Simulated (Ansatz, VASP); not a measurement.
## BAs: VASP beside Ansatz

INCAR

```
ALGO = Normal
EDIFF = 1E-7
ENCUT = 520
GGA = PE
ISIF = 2
ISMEAR = -1
LASPH = True
LCHARG = True
LELF = True
LREAL = False
LVHAR = True
LWAVE = False
NBANDS = 11
NELM = 100
PREC = Accurate
SIGMA = 0.05
```

The input KPOINTS:

```
k-points
0
Gamma
  10 10 10
```

POSCAR

```
BAs
1.0
    0.0000000000      2.3885000000      2.3885000000
    2.3885000000      0.0000000000      2.3885000000
    2.3885000000      2.3885000000      0.0000000000
As B
1 1
Direct
    0.7496230000      0.7495860000      0.7316970000
    0.0033120000     -0.0222670000     -0.0148580000
```

The input input.yaml:

```yaml
crystal:
  lattice:
    - [0.0, 2.3885, 2.3885]
    - [2.3885, 0.0, 2.3885]
    - [2.3885, 2.3885, 0.0]
  atoms:
    - { symbol: As, position: [0.749623, 0.749586, 0.731697] }
    - { symbol: B, position: [0.003312, -0.022267, -0.014858] }
hamiltonian:
  xc: pbe
  pseudopotentials: { kind: paw }
kpoints:
  mp_grid: { grid: [10, 10, 10] }
scf:
  occupations: { method: fermi_dirac, width: 0.05 }
output:
  forces: true
  stress: true
  eigenvalues: true
```

Change from the starting cell: atoms moved at random, drawn with an rms of 0.05 Å.

Alike in both runs: task single point; functional PBE; k mesh 10 × 10 × 10; occupations fermi-dirac, width 0.05 eV; no spin polarisation.

|  | VASP | Ansatz |
| --- | --- | --- |
| version | VASP 6.6.1 | Ansatz 0.2.0 |
| potentials or method | VASP PAW PBE potentials, release 64 (As, B) | Ansatz PAW |
| plane-wave cutoff (eV) | 520 | 420 |
| valence electrons in the cell | 8 | 18 |

Ansatz gave:

| Item | Value |
| --- | --- |
| gap on the k mesh at the Fermi level (eV) | 0.66 |
| least direct gap on the mesh (eV) | 2.40 |
| pressure (GPa) | 3.0 |
| largest component of the traceless stress (GPa) | 1.79 |
| rms of the force components (eV/Å) | 0.575 |

Problem. What did VASP give for the same quantities?

Solution. gap on the k mesh at the Fermi level (eV): 0.65; least direct gap on the mesh (eV): 2.40; pressure (GPa): 3.7; largest component of the traceless stress (GPa): 1.87; rms of the force components (eV/Å): 0.583.

Atom by atom the forces differ by 0.008 eV/Å (rms over components). The two sets of potentials don't hold the same shells in valence.

A k mesh can miss the band edges.
